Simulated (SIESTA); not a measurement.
Ti:

```xyz
1
Lattice="2.8423 0.0000 0.0000 -0.9474 2.6797 0.0000 -0.9474 -1.3399 2.3207" Properties=species:S:1:pos:R:3 pbc="T T T"
Ti    0.0000    0.0000    0.0000
```

This isn't the form of Ti at room conditions, which is hcp.

```yaml
Program: SIESTA 5.4.2
Task: relaxation of cell and atoms
Functional: vdW-DF-C09
Potentials_or_basis: PseudoDojo 0.4 standard (PBE files)
Basis: DZP (energy shift 0.003 Ry; two zetas on semicore shells)
Grid_cutoff: 800 Ry
Energy_shift: 0.003 Ry
k_mesh: 8 × 8 × 8
Occupations: fermi-dirac, width 0.05 eV
Spin: no spin polarisation
```

At the start: pressure -7.2 GPa; volume 17.68 Å³/atom.

How do energy, volume and symmetry change on relaxing?

Over 7 steps the energy falls by 28.2 meV/atom and the volume is 16.55 Å³/atom (-6.4 %); space group Im-3m (No. 229, to 0.05 Å).

Step by step:
```
step  energy change (eV)  largest force (eV/Å)  pressure (GPa)  volume (Å³)
   1              0.0000                0.0000           -7.15        17.68
   2             -0.0016                0.0000           -6.99        17.64
   3             -0.0275                0.0000            1.58        16.34
   4             -0.0278                0.0000           -0.69        16.65
   5             -0.0282                0.0000            0.29        16.51
   6             -0.0282                0.0000           -0.11        16.57
   7             -0.0282                0.0000            0.03        16.55
```

Final structure:
```xyz
1
Lattice="2.7804 0.0000 0.0000 -0.9268 2.6214 0.0000 -0.9268 -1.3107 2.2702" Properties=species:S:1:pos:R:3 pbc="T T T"
Ti    0.0000    0.0000    0.0000
```

Caveat: the potentials were made for another functional, which shifts forces and pressure; the basis of atomic orbitals isn't converged, which shifts pressures, moduli and gaps.
